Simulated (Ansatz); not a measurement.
# Si: rattled cells

The task, for Si: see what random moves of the atoms cost.

Method: DFT r2SCAN, scalar-relativistic, plane waves, PAW, in Ansatz 0.2.0.

1 further run of the same task is left out (set aside as unsound or not needed). Runs told in other sessions of the task aren't counted.

### Step 1. The system as given

It takes space group P6_3/mmc (No. 194, hexagonal). The conventional cell has a = 3.832 Å, b = 3.832 Å, c = 6.342 Å, α = 90.00°, β = 90.00°, γ = 120.00°. Around Si (site symmetry 3m) lie 4 Si at 2.35 to 2.37 Å.

Coordinates:

```cif
data_structure
_symmetry_space_group_name_H-M 'P 1'
_symmetry_Int_Tables_number 1
_cell_length_a 3.8319
_cell_length_b 3.8319
_cell_length_c 6.3418
_cell_angle_alpha 90.000
_cell_angle_beta 90.000
_cell_angle_gamma 120.000
_cell_volume 80.64
loop_
_atom_site_label
_atom_site_type_symbol
_atom_site_fract_x
_atom_site_fract_y
_atom_site_fract_z
_atom_site_occupancy
Si1 Si 0.33333 0.66667 0.06309 1
Si2 Si 0.66667 0.33333 0.56309 1
Si3 Si 0.33333 0.66667 0.43691 1
Si4 Si 0.66667 0.33333 0.93691 1
```

It goes back to an entry of the Materials Project, which need not be the stable form.

This cell was relaxed beforehand with the same method: volume 20.16 Å³/atom, gap on the mesh 0.61 eV.

### Step 2. Zero of energy

The reference gives a free energy of -2556.2158 eV, pressure 0.00 GPa, largest force 0.003 eV/Å and gap on the mesh 0.61 eV. It was computed beforehand with the settings of the runs below.

### Step 3. Setting up rattled cells

All atoms are moved at random with no net shift, in some cells together with a random strain.

### Step 4. rms move = 0.166 Å

Contents of input.yaml:

```yaml
crystal:
  lattice:
    - [3.835504099, -0.0611009685, 0.0725505546]
    - [-1.9706670405, 3.3065423836, -0.0597556112]
    - [0.1200713873, -0.0448716902, 6.3122526322]
  atoms:
    - { symbol: Si, position: [0.3425642386, 0.6697482845, 0.0832437036] }
    - { symbol: Si, position: [0.6989363729, 0.354446343, 0.5772140754] }
    - { symbol: Si, position: [0.3000934818, 0.6723325299, 0.4355756231] }
    - { symbol: Si, position: [0.6584059067, 0.3034728425, 0.903966598] }
basis:
  ecutwfc: 500
kpoints:
  mp_grid: { grid: [12, 12, 4] }
hamiltonian:
  xc: r2scan
scf:
  occupations: { method: gaussian, width: 0.05 }
output:
  forces: true
  stress: true
  eigenvalues: true
```

On the command line:

```console
ansatz run input.yaml --threads 2 --pin off --max-ram 5120MiB --backend cpu --events-out ev --progress --plain --runs-dir out
```

### Step 5. rms move = 0.263 Å

Contents of input.yaml:

```yaml
crystal:
  lattice:
    - [3.8163508587, 0.0291265953, -0.037235069]
    - [-1.882951058, 3.2847957063, 0.0634180909]
    - [-0.0616241518, 0.0856153365, 6.3000605784]
  atoms:
    - { symbol: Si, position: [0.3489233105, 0.6724376761, 0.08714611] }
    - { symbol: Si, position: [0.6332300006, 0.2787715366, 0.50754844] }
    - { symbol: Si, position: [0.365063441, 0.7240363303, 0.431721967] }
    - { symbol: Si, position: [0.6527832478, 0.324754457, 0.9735834831] }
basis:
  ecutwfc: 500
kpoints:
  mp_grid: { grid: [12, 12, 4] }
hamiltonian:
  xc: r2scan
scf:
  occupations: { method: gaussian, width: 0.05 }
output:
  forces: true
  stress: true
  eigenvalues: true
```

### Step 6. At rms move = 0.098 Å

Contents of input.yaml:

```yaml
crystal:
  lattice:
    - [3.669076838, -0.1019559908, -0.0353237294]
    - [-1.9228348971, 3.2337830587, -0.1243497532]
    - [-0.0584608791, -0.2713888717, 6.5914379357]
  atoms:
    - { symbol: Si, position: [0.31432233, 0.6780375107, 0.0676623926] }
    - { symbol: Si, position: [0.653775909, 0.3320016882, 0.5513868298] }
    - { symbol: Si, position: [0.3497850958, 0.6706523259, 0.4490415164] }
    - { symbol: Si, position: [0.6821166651, 0.3193084752, 0.9319092612] }
basis:
  ecutwfc: 500
kpoints:
  mp_grid: { grid: [12, 12, 4] }
hamiltonian:
  xc: r2scan
scf:
  occupations: { method: gaussian, width: 0.05 }
output:
  forces: true
  stress: true
  eigenvalues: true
```

### Step 7. Point rms move = 0.085 Å

Contents of input.yaml:

```yaml
crystal:
  lattice:
    - [3.8319083593, 0.0, 0.0]
    - [-1.9159541797, 3.3185299841, 0.0]
    - [0.0, 0.0, 6.3418199252]
  atoms:
    - { symbol: Si, position: [0.3640494028, 0.6958182703, 0.0618419174] }
    - { symbol: Si, position: [0.6533473786, 0.3162734729, 0.5620954545] }
    - { symbol: Si, position: [0.3223041632, 0.6757954924, 0.4432342222] }
    - { symbol: Si, position: [0.6602990554, 0.3121127644, 0.9328284058] }
basis:
  ecutwfc: 500
kpoints:
  mp_grid: { grid: [12, 12, 4] }
hamiltonian:
  xc: r2scan
scf:
  occupations: { method: gaussian, width: 0.05 }
output:
  forces: true
  stress: true
  eigenvalues: true
```

### Step 8. At rms move = 0.393 Å

Contents of input.yaml:

```yaml
crystal:
  lattice:
    - [3.7514884671, -0.0741102793, 0.0133703429]
    - [-1.9399256181, 3.3319071778, 0.0566594597]
    - [0.022127958, 0.1210536731, 6.2338957007]
  atoms:
    - { symbol: Si, position: [0.432078944, 0.6247111661, 0.0138324584] }
    - { symbol: Si, position: [0.6522712428, 0.3711919118, 0.5862031822] }
    - { symbol: Si, position: [0.2494101086, 0.7117177483, 0.4609636402] }
    - { symbol: Si, position: [0.6662397046, 0.2923791739, 0.9390007192] }
basis:
  ecutwfc: 500
kpoints:
  mp_grid: { grid: [12, 12, 4] }
hamiltonian:
  xc: r2scan
scf:
  occupations: { method: gaussian, width: 0.05 }
output:
  forces: true
  stress: true
  eigenvalues: true
```

(Steps that only read results are left out.)

Q: Predict the outcome of this session.

The runs gave:

| quantity | value |
| --- | --- |
| costliest cell | 820.6 meV/atom at an rms move of 0.393 Å |

What this shows: The cost runs from 73.1 to 820.6 meV/atom. Energy over the square of the rms move lies between 5.3 and 29.1 eV/Å² per atom; a harmonic solid under isotropic random moves would keep it roughly constant, while strain and close contacts change it. The gap on the mesh, 0.61 eV at the start, reads zero at rms move = 0.085.
